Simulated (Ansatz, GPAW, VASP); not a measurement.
# One calculation of Al, 3 ways

```
Al
1.0
     0.00000    2.02481    2.02481
     2.02481    0.00000    2.02481
     2.02481    2.02481    0.00000
Al
1
Direct
  0.00000 0.00000 0.00000
```

Alike in all runs: task band structure; functional revPBE; k mesh 11 × 11 × 11; occupations fermi-dirac, width 0.05 eV; no spin polarisation; no spin-orbit coupling. Pressure is positive in compression and, in plane waves, holds the error of the finite cutoff.

| program and potentials | plane-wave cutoff (eV) | notes | band gap (eV) | pressure (GPa) |
| --- | --- | --- | --- | --- |
| GPAW, the program's PAW data sets (release 1.2.1) made for this functional | 600 | - | no gap | 0.84 |
| Ansatz, all-electron LAPW, scalar-relativistic | - | - | no gap | 0.71 |
| VASP, PBE PAW files Al, 520 eV | 520 | potentials made for PBE | no gap | 0.53 |

None finds a gap. The pressure spans 0.53 (VASP, PBE PAW files Al, 520 eV) to 0.84 GPa (GPAW, the program's PAW data sets (release 1.2.1) made for this functional), with all-electron results at 0.71.

The functional is the same throughout but for its coding, so the spread measures potentials, basis and numerics; runs on potential files found faulty are left out.

All three calculations describe aluminium as a metal, as expected. With three valence electrons per primitive cell and spin-degenerate bands, an odd electron count cannot fill a whole number of bands. The broad, nearly free-electron s-p bands therefore remain partly occupied, and the missing gap is not a sensitive test of the potentials.

The pressure is more informative. It is positive in every run, so the cell is slightly compressed relative to the volume revPBE prefers. This fits the functional's character: its stronger exchange enhancement at large density gradients favours inhomogeneous densities and tends to weaken bonding and expand lattices. The pressures are small compared with the stiffness of aluminium, which suggests only a slight expansion on relaxation. The two plane-wave results lie on either side of the all-electron value of 0.71 GPa, a spread that probably reflects differences in the core-valence description. The sign of the residual stress is thus common to all three treatments, but a single volume does not determine the equilibrium lattice constant or the bulk modulus.
